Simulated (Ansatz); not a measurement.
# WS2 (P4/mmm) in Ansatz: settings compared, part 2 of 2

Ansatz 0.2.0. The steps go on from the part before.

## Step 3: Relaxation of cell and atoms, PBEsol

Input file input.yaml:

```yaml
crystal:
  lattice:
    - [2.59173, 0.0, 0.0]
    - [0.0, 2.59173, 0.0]
    - [0.0, 0.0, 9.23417]
  atoms:
    - { symbol: W, position: [0.5, 0.5, 0.5] }
    - { symbol: S, position: [0.5, 0.5, 0.76566] }
    - { symbol: S, position: [0.5, 0.5, 0.23434] }
kpoints:
  mp_grid: { grid: [8, 8, 2] }
scf:
  occupations: { method: fermi_dirac, width: 0.05 }
hamiltonian:
  xc: pbesol
  pseudopotentials: { kind: all_electron, lapw: { basis_error: 0.002 } }
output:
  forces: true
  stress: true
relax:
  f_tol: 0.01
  max_steps: 60
  cell: {}
```

Potentials or basis: all-electron LAPW, scalar-relativistic.

Started as:

```
> ansatz run input.yaml --threads 2 --pin off --max-ram 6144MiB --backend cpu --events-out ev --progress --plain --runs-dir out
```

Log:

```text
Warning: RAYON_NUM_THREADS=2 ignored (pool sized by the plan → 2); use --threads N
The last accepted step is kept in <dir> (removed where the run ends without a failure and the disk answers)
LAPW: plane waves up to 9.339 Å⁻¹, error target 2.0e-3 eV per atom; small_component_spin mean_spin; S in spheres of 1.123 Å, 14 of its electrons in bands, Dirac shells []; W in spheres of 1.257 Å, 44 of its electrons in bands, Dirac shells [] (how accurate: hamiltonian.pseudopotentials.lapw.basis_error, Limitations)
Engine: ansatz 0.2.0, x86_64-unknown-linux-gnu
Pseudopotentials: kind: all_electron
Pseudopotential: W, LAPW, valence charge 44, lapw/all_electron/scalar/gaussian/W, Koelling and Harmon's equation, gaussian nucleus
Pseudopotential: S, LAPW, valence charge 14, lapw/all_electron/scalar/gaussian/S, Koelling and Harmon's equation, gaussian nucleus
Functional definition: PBEsol
  exchange = pbesol_x
  correlation = pbesol_c
Crystal: 3 atoms, lattice volume = 62.027 Å³
Basis set: ecut = 332.3041617469797 eV, 847 PW (Γ), exchange–correlation at level 2
Bands: 44, of which v1, the nominal top of the filled ones, is band 36 counted from 1 (35 counted from 0)
Symmetry: 16 space group operations
Space group: P4/mmm (ITA 123), of the structure as read, at distance tolerance 4.0e-5 Å
k-points: 30 of 128
Non-local potential: W, projectors of the file, none
Non-local potential: S, projectors of the file, none
Initial density: superposition of atomic densities (chi_scale 0.1, normalization cell, long waves kept (reshape's long-wave potential 0.90 eV rms))
Initial wavefunctions: plane waves of lowest kinetic energy (no species holds an atomic orbital)
Functional: x = pbesol(κ = 0.804, μ = 0.12345679012345678), c = pbesol(β = 0.046)
iter 1 solved again at ethr=7.17e-3 eV; its pass at ethr=1.00e-1 eV (dr2=5.16e0 eV) is discarded
SCF iter   1: F=—  HF=-460764.240036 eV  |F-HF|=—  |Δ(HF+E_count)|=         —  Δρ=3.78e-2  dr2=5.17e0  ethr=7.17e-3  ⟨swp⟩=2.0  Hψ=8644  notcnv=0
[... 139 lines left out ...]
SCF converged after 2 iterations
Free energy (F): -460763.650057 eV
Harris-Foulkes:  -460763.650057 eV  (|F-HF|=6.74e-8)
Internal energy: -460763.634950 eV  (E = F + TS)
E sigma→0 (E₀):  -460763.642504 eV
Entropy (-TS):   -0.015107 eV (-5.036 meV/atom)
Fermi energy:    13.720850 eV
--- Per-component energies (eV) ---
  E_band       = -7353.270604
  E_kinetic    = 513475.703833
  E_xc         = -10063.114121
  E_electrostatic = -964176.224662  (all electrons and nuclei)
  E_smearing   = -0.015107  (= −TS)
  E_closure    = 0.000000  (closes the sum)
  E_atoms      = -460744.039139  (free atoms, spherical and without spin; not in F)
  Σ components = -460763.650057   (vs F -460763.650057, Δ=0.00e0)
  Basis errors (estimates in eV, not in F): energy 4.2e-4 per atom: plane waves 3.4e-4 (2.0e-4 summed), levels above the bands 1.5e-68, relativity 6.2e-8, radial functions 8.1e-5, core shells 1.3e-6; eigenvalues (radial functions only) 1.3e-6; not estimated: angular momenta, meshes, grids; target (lapw.basis_error) 2.0e-3; muffin-tin radii S 1.077 Å, W 1.206 Å
--- Forces (eV/Å), atoms counted from 1 ---
  atom   1  W     -0.00000000     0.00000000     0.00000000
  atom   2  S      0.00000000     0.00000000     0.00128126
  atom   3  S      0.00000000     0.00000000    -0.00128126
  max |Σ_I F_I| component: 7.89e-31 eV/Å
--- Stress (GPa, compression-positive) ---
        0.003724       0.000000       0.000000
        0.000000       0.003724       0.000000
        0.000000       0.000000      -0.020264
  P = ⅓ Tr σ = -0.0043 GPa (-0.043 kbar)
--- Relaxed structure (10 steps of the walk, 9 accepted, 1 SCFs on fresh bases) ---
  F+E_penalty+E_count = -460763.65005694 eV   max|allowed force component| = 1.281e-3 eV/Å   (the final SCF, on the basis selected at the relaxed cell)
  cell:  # Å, volume = 54.8442 Å³
    - [2.5604795155498743, 5.910792720377116e-36, 0.0]
    - [5.910792720377116e-36, 2.5604795155498743, 0.0]
    - [0.0, 0.0, 8.3654321819818]
  atoms:
    - { symbol: W, position: [0.5, 0.5, 0.5] }
    - { symbol: S, position: [0.5, 0.5, 0.7900067340673417] }
    - { symbol: S, position: [0.5, 0.5, 0.2099932659326584] }
```

It took 89 s on 2 threads of Intel Xeon at 2.70GHz, shared host; peak memory 0.48 GiB.

Results:

* Free energy: -460763.6501 eV
* Relaxed volume: 18.28 Å³/atom
* Relaxed cell: a = 2.560 Å, b = 2.560 Å, c = 8.365 Å, α = 90.00°, β = 90.00°, γ = 90.00°
* Space group after relaxing (to 0.05 Å): P4/mmm (No. 123)
* Energy gained by relaxing: 12.8 meV/atom
* Ionic steps: 10
* Pressure after relaxing: 0.0 GPa

The path:
| step | energy change (eV) | largest force (eV/Å) | volume (Å³) |
| --- | --- | --- | --- |
| 1 | 0.0000 | 0.3211 | 62.03 |
| 2 | -0.0198 | 0.1769 | 59.68 |
| 3 | -0.0264 | 0.0019 | 60.12 |
| 4 | -0.0271 | 0.0003 | 59.74 |
| 5 | -0.0339 | 0.0875 | 56.70 |
| 6 | -0.0363 | 0.0359 | 56.13 |
| 7 | -0.0371 | 0.0266 | 55.79 |
| 8 | -0.0383 | 0.0058 | 55.08 |
| 9 | -0.0384 | 0.0012 | 54.84 |
| 10 | -0.0385 | 0.0013 | 54.84 |

Final structure:
```
W S
1.0
     2.56048    0.00000    0.00000
     0.00000    2.56048    0.00000
     0.00000    0.00000    8.36543
W S
1 2
Direct
  0.50000 0.50000 0.50000
  0.50000 0.50000 0.79001
  0.50000 0.50000 0.20999
```

Caveat: the k mesh is thin for a metal, which can move the energy by tens of meV per atom; this functional lacks dispersion, which binds the layers, so the pressure and a relaxed spacing across them are unreliable. Spin-orbit coupling is left out, which matters for the levels of W.

## Step 4: Relaxation of cell and atoms, LDA

Changes to input.yaml since step 3:

```diff
@@ -14,3 +14,3 @@
 hamiltonian:
-  xc: pbesol
+  xc: lda
   pseudopotentials: { kind: all_electron, lapw: { basis_error: 0.002 } }
```

Started as:

```
> ansatz run input.yaml --threads 2 --pin off --max-ram 6144MiB --backend cpu --events-out ev --progress --plain --runs-dir out
```

Run time: 73 s. Hardware: 2 threads of Intel Xeon at 2.70GHz, shared host; peak memory 0.47 GiB.

Results (log left out):

```
Free energy                            : -460606.6021 eV
Relaxed volume                         : 17.44 Å³/atom
Relaxed cell                           : a = 2.539 Å, b = 2.539 Å, c = 8.113 Å, α = 90.00°, β = 90.00°, γ = 90.00°
Space group after relaxing (to 0.05 Å) : P4/mmm (No. 123)
Energy gained by relaxing              : 40.1 meV/atom
Ionic steps                            : 8
Pressure after relaxing                : 0.0 GPa
Largest force after relaxing           : 0.008 eV/Å
```

Forces on the atoms (eV/Å):
```
W    0.000  0.000  0.000
S    0.000  0.000  0.008
S    0.000  0.000 -0.008
```

Step by step:
```csv
step,energy change (eV),largest force (eV/Å),volume (Å³)
1,0.0000,0.4334,62.03
2,-0.0512,0.2833,57.62
3,-0.0737,0.0488,57.58
4,-0.1029,0.0322,54.95
5,-0.1125,0.0416,51.83
6,-0.1195,0.0397,52.61
7,-0.1201,0.0082,52.32
8,-0.1202,0.0082,52.32
```

Final structure:
```cif
data_structure
_symmetry_space_group_name_H-M 'P 1'
_symmetry_Int_Tables_number 1
_cell_length_a 2.5394
_cell_length_b 2.5394
_cell_length_c 8.1131
_cell_angle_alpha 90.000
_cell_angle_beta 90.000
_cell_angle_gamma 90.000
_cell_volume 52.32
loop_
_atom_site_label
_atom_site_type_symbol
_atom_site_fract_x
_atom_site_fract_y
_atom_site_fract_z
_atom_site_occupancy
W1 W 0.50000 0.50000 0.50000 1
S1 S 0.50000 0.50000 0.79827 1
S2 S 0.50000 0.50000 0.20173 1
```

Caveat: the k mesh is thin for a metal, which can move the energy by tens of meV per atom; the volume moved by over 15 % at a fixed basis, so the end points are rough. Spin-orbit coupling is left out, which matters for the levels of W.

## Step 5: The runs side by side

```csv
level,pressure (GPa),relaxed volume (Å³/atom)
PBE,0.0,20.91
PBEsol,0.0,18.28
LDA,0.0,17.44
```

Alike in all rows: task relaxation of cell and atoms; potentials or basis all-electron LAPW, scalar-relativistic; no spin polarisation; cell relaxed; k mesh 8 × 8 × 2; smearing fermi-dirac 0.05 eV; basis error allowed 0.002 eV/atom.

Caveats: the k mesh is thin for a metal, which can move the energy by tens of meV per atom; this functional lacks dispersion, which binds the layers, so the pressure and a relaxed spacing across them are unreliable (some runs); the volume moved by over 15 % at a fixed basis, so the end points are rough (some runs).

Compare energies only between runs with the same functional and basis.
